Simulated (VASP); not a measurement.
Runs of VASP 6.6.1 on CsPbBr3. It takes space group Pm-3m (No. 221, cubic). The conventional cell has a = 5.870 Å, b = 5.870 Å, c = 5.870 Å, α = 90.00°, β = 90.00°, γ = 90.00°. Pb (site symmetry m-3m) has 6 Br at 2.94 Å as nearest neighbours. Cs (site symmetry m-3m) has 12 Br at 4.15 Å as nearest neighbours. Br (site symmetry 4/mmm) is surrounded by 2 Pb at 2.94 Å. Measurements of this composition are mostly on another form, of space group No. 62.

```csv
task,level,potentials or basis,cell,k mesh,cutoff (eV),smearing,ladder,gap on the mesh (eV),pressure (GPa),relaxed volume (Å³/atom)
relaxation of cell and atoms,PBEsol+D3(BJ),"VASP PAW PBE potentials, release 64 (Pb_d, Cs_sv, Br)",relaxed,4 × 4 × 4,600,fermi-dirac 0.05 eV,-,(a),0.0,39.21
relaxation of cell and atoms,PBEsol+D4,"VASP PAW PBE potentials, release 64 (Pb_d, Cs_sv, Br)",relaxed,4 × 4 × 4,600,fermi-dirac 0.05 eV,-,1.36,0.0,39.87
relaxation of cell and atoms,LDA,"VASP PAW LDA potentials, release 64 (Pb_d, Cs_sv, Br)",relaxed,4 × 4 × 4,600,gaussian 0.02 eV,gaps,(d),0.0,38.75
band structure,LDA,"VASP PAW LDA potentials, release 64 (Pb_d, Cs_sv, Br)",as given,6 × 6 × 6,520,gaussian 0.02 eV,gaps,1.36,(c),-
relaxation of cell and atoms,r2SCAN,"VASP PAW PBE potentials, release 64 (Pb_d, Cs_sv, Br)",relaxed,4 × 4 × 4,600,gaussian 0.02 eV,gaps,2.06,0.0,42.04
relaxation of cell and atoms,PBEsol,"VASP PAW PBE potentials, release 64 (Pb_d, Cs_sv, Br)",relaxed,4 × 4 × 4,600,fermi-dirac 0.05 eV,-,1.45,0.0,(b)
relaxation of cell and atoms,PBE,"VASP PAW PBE potentials, release 64 (Pb_d, Cs_sv, Br)",relaxed,4 × 4 × 4,600,gaussian 0.02 eV,gaps,1.80,0.0,43.45
```

Alike in all rows: no spin polarisation.

Problem. Estimate the missing entries.

Solution. (a) 1.28; (b) 40.72; (c) -1.1; (d) 1.16.

Caveats: spin-orbit coupling is left out, which as a rule narrows the gap of such compounds by several tenths of an eV; the PAW data sets were made with another functional, which shifts forces and pressure a little (some runs).

A k mesh can miss the band edges, and the runs leave out spin-orbit coupling on Br, Cs, Pb.

Not every run made on this cell is shown here.
